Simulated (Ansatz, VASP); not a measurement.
One calculation of HgTe, two programs

```
Hg Te
1.0
     2.99252   -3.46693    0.00000
     2.99252    3.46693    0.00000
     0.00000    0.00000    5.79816
Hg Te
2 2
Direct
  0.33787 0.66213 0.75000
  0.66213 0.33787 0.25000
  0.78196 0.21804 0.75000
  0.21804 0.78196 0.25000
```

Measurements of this composition are mostly on another form, of space group No. 216.

Alike in both runs: functional PBEsol; k mesh 4 × 4 × 3; occupations fermi-dirac, width 0.1 eV; no spin polarisation.

Ansatz relaxed the structure, and its values are those at the end. VASP's run is a single point on that final structure, the one shown.

|  | VASP | Ansatz |
| --- | --- | --- |
| version | VASP 6.6.1 | Ansatz 0.2.0 |
| potentials or method | VASP PAW PBE potentials, release 64 (Hg, Te) | plane waves, PAW |
| plane-wave cutoff (eV) | 520 | 420 |
| valence electrons in the cell | 36 | 72 |

|  | VASP | Ansatz | Ansatz less VASP |
| --- | --- | --- | --- |
| rms of the force components (eV/Å) | 0.007 | 0.001 | -0.0057 |

The functional is the same, so the differences come from potentials, cutoffs and numerics. The two sets of potentials don't hold the same shells in valence.

Caveats: the k mesh is coarse (spacing up to 0.36 Å⁻¹), so the values aren't converged; the PAW data sets were made with another functional, which shifts forces and pressure a little (VASP). Spin-orbit coupling is left out, which matters for the levels of Hg, Te.
